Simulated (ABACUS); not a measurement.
Crystal: CuAu.

```
Au Cu
1.0
     2.81075    0.00000    0.00000
     0.00000    2.81075    0.00000
     0.00000    0.00000    3.68500
Au Cu
1 1
Direct
  0.00000 0.00000 0.00000
  0.50000 0.50000 0.50000
```

Below is the output of ABACUS 3.10.1 for this cell. Logs are shortened: lines on timing, memory, paths and dates and some standing lists are left out, and cuts for length are marked.

```text
ABACUS v3.10.1

               Atomic-orbital Based Ab-initio Computation at UStc

 ------------------------------------------------------------------------------------

 READING GENERAL INFORMATION
                           global_out_dir = OUT.CuAu/
                           global_in_card = INPUT
                               pseudo_dir = ./
                              orbital_dir =
                                    DSIZE = 4
                                    GSIZE = 1

 READING UNITCELL INFORMATION
                                    ntype = 2
                  lattice constant (Bohr) = 1.88973
              lattice constant (Angstrom) = 1

 READING ATOM TYPE 1
                               atom label = Au
                      L=0, number of zeta = 1
                      L=1, number of zeta = 1
                      L=2, number of zeta = 1
             number of atom for this type = 1

 READING ATOM TYPE 2
                               atom label = Cu
                      L=0, number of zeta = 1
                      L=1, number of zeta = 1
                      L=2, number of zeta = 1
             number of atom for this type = 1

                        TOTAL ATOM NUMBER = 2
DIRECT COORDINATES
    atom                   x                   y                   z     mag                  vx                  vy                  vz
taud_Au1            0.0000000000        0.0000000000        0.0000000000  0.0000        0.0000000000        0.0000000000        0.0000000000
taud_Cu1            0.5000000000        0.5000000000        0.5000000000  0.0000        0.0000000000        0.0000000000        0.0000000000

                          Volume (Bohr^3) = 196.462
                             Volume (A^3) = 29.1126

 Lattice vectors: (Cartesian coordinate: in unit of a_0)
             +2.81075                  +0                  +0
                   +0            +2.81075                  +0
                   +0                  +0              +3.685
[... 228 lines left out ...]
     Energy           Rydberg                 eV
----------------------------------------------------------
 E_KohnSham     -639.8726889327      -8705.9145640666
 E_Harris       -635.9058011733      -8651.9422872118
 E_Fermi        1.4156083616         19.2603398544
----------------------------------------------------------
[... 75 lines left out ...]
 Density error is 2.63086995232e-09
                          Error Threshold = 1.0455422693e-10
----------------------------------------------------------
     Energy           Rydberg                 eV
----------------------------------------------------------
 E_KohnSham     -639.9470943685      -8706.9269019557
 E_KS(sigma->0) -639.9469279251      -8706.9246373762
 E_Harris       -639.9480743155      -8706.9402348185
 E_band         -40.1836760842       -546.7269613310
 E_one_elec     -293.9548483099      -3999.4608917404
 E_Hartree      166.2329162600       2261.7148562932
 E_xc           -60.2945506931       -820.3494477757
 E_Ewald        -451.9302787386      -6148.8268895739
 E_entropy(-TS) -0.0003328869        -0.0045291590
 E_descf        0.0000000000         0.0000000000
 E_exx          0.0000000000         0.0000000000
 E_Fermi        1.4179802673         19.2926112872
----------------------------------------------------------

 charge density convergence is achieved
 final etot is -8706.926902 eV
 EFERMI = 19.292611287 eV

 STATE ENERGY(eV) AND OCCUPATIONS    NSPIN == 1
 1/8 kpoint (Cartesian) = 0.0000 0.0000 0.0000 (2929 pws)
       1       -93.0016      0.0111111
       2       -86.7632      0.0111111
       3       -50.3900      0.0111111
       4       -50.3743      0.0111111
       5       -50.3743      0.0111111
       6       -38.0435      0.0111111
[... 140 lines left out ...]
      22        27.6937    9.51335e-75
      23        29.4990        0.00000

[... levels at 2 further k points ...]

------------------------------------------------------------------------------------------
 TOTAL-FORCE (eV/Angstrom)
------------------------------------------------------------------------------------------
                       Au1         0.0000000000         0.0000000000         0.0000000000
                       Cu1         0.0000000000         0.0000000000         0.0000000000
------------------------------------------------------------------------------------------

----------------------------------------------------------------
 TOTAL-STRESS (KBAR)
----------------------------------------------------------------
        51.4923119710         0.0000000000         0.0000000000
         0.0000000000        51.4923119710        -0.0000000000
         0.0000000000        -0.0000000000        45.0528146943
----------------------------------------------------------------
 TOTAL-PRESSURE: 49.345813 KBAR

 --------------------------------------------
 !FINAL_ETOT_IS -8706.9269019556868443 eV
 --------------------------------------------
```

**Question.** Write the input and the command behind it.

**Answer.** Single point with PBE, no spin polarisation. The files as run (others can give the same):

run_abacus.py
```python
"""ABACUS run from a structure file: ASE reads it, the script writes STRU, KPT and INPUT."""
import re
import subprocess
from ase.io import read
from ase.units import Bohr

atoms = read("CuAu.xyz")
atoms = atoms[(-atoms.numbers).argsort(kind="stable")]  # ABACUS lists atoms element by element
pseudo = {'Au': 'Au_ONCV_PBE-1.2.upf', 'Cu': 'Cu_ONCV_PBE-1.2.upf'}
orbital = {}
magmoms = None
kmesh = [6, 6, 5]
params = {
    'suffix': 'CuAu',
    'calculation': 'scf',
    'basis_type': 'pw',
    'pseudo_dir': './',
    'symmetry': 1,
    'dft_functional': 'pbe',
    'ecutwfc': 92,
    'pseudo_rcut': 7,
    'nspin': 1,
    'nbands': 23,
    'ks_solver': 'dav',
    'smearing_method': 'fd',
    'smearing_sigma': 0.00367493,
    'scf_thr': 1e-08,
    'scf_nmax': 100,
    'mixing_type': 'broyden',
    'mixing_beta': 0.7,
    'cal_force': 1,
    'cal_stress': 1,
    'kpar': 4,
}

symbols = atoms.get_chemical_symbols()
elements = list(dict.fromkeys(symbols))
lines = ["ATOMIC_SPECIES"] + [f"{e} {atoms.get_masses()[symbols.index(e)]:.4f} {pseudo[e]}" for e in elements]
if orbital:
    lines += ["", "NUMERICAL_ORBITAL"] + [orbital[e] for e in elements]
lines += ["", "LATTICE_CONSTANT", f"{1 / Bohr:.10f}", "", "LATTICE_VECTORS"]
lines += [" ".join(f"{x:.10f}" for x in v) for v in atoms.cell]
lines += ["", "ATOMIC_POSITIONS", "Direct"]
for e in elements:
    lines += ["", e, "0.0", str(symbols.count(e))]
    for i, p in enumerate(atoms.get_scaled_positions(wrap=False)):
        if symbols[i] == e:
            mag = "" if magmoms is None else " mag " + " ".join(str(x) for x in (magmoms[i] if isinstance(magmoms[i], list) else [magmoms[i]]))
            lines.append(" ".join(f"{x:.10f}" for x in p) + " 1 1 1" + mag)
open("STRU", "w").write("\n".join(lines) + "\n")
open("KPT", "w").write("K_POINTS\n0\nGamma\n%d %d %d 0 0 0\n" % tuple(kmesh))
open("INPUT", "w").write("INPUT_PARAMETERS\n" + "".join(f"{k:<20s}{v}\n" for k, v in params.items()))

done = subprocess.run(['mpirun', '-np', '4', 'abacus'])
if done.returncode:
    raise SystemExit(done.returncode)
log = open("OUT.CuAu/running_scf.log").read()
print("final energy (eV):", re.findall(r"FINAL_ETOT_IS (\S+)", log))
```

CuAu.xyz
```xyz
2
Lattice="2.8107494552 0.0000000000 0.0000000000 0.0000000000 2.8107494552 0.0000000000 0.0000000000 0.0000000000 3.6850000000" Properties=species:S:1:pos:R:3 pbc="T T T"
Au     0.0000000000      0.0000000000      0.0000000000
Cu     1.4053747276      1.4053747276      1.8425000000
```

Potentials or basis: SG15 ONCV 1.2 PBE, plane waves.
Launch:
```sh
$ OMP_NUM_THREADS=1 python run_abacus.py > log
```

Caveat: the k mesh is coarse (spacing up to 0.37 Å⁻¹), so the values aren't converged.
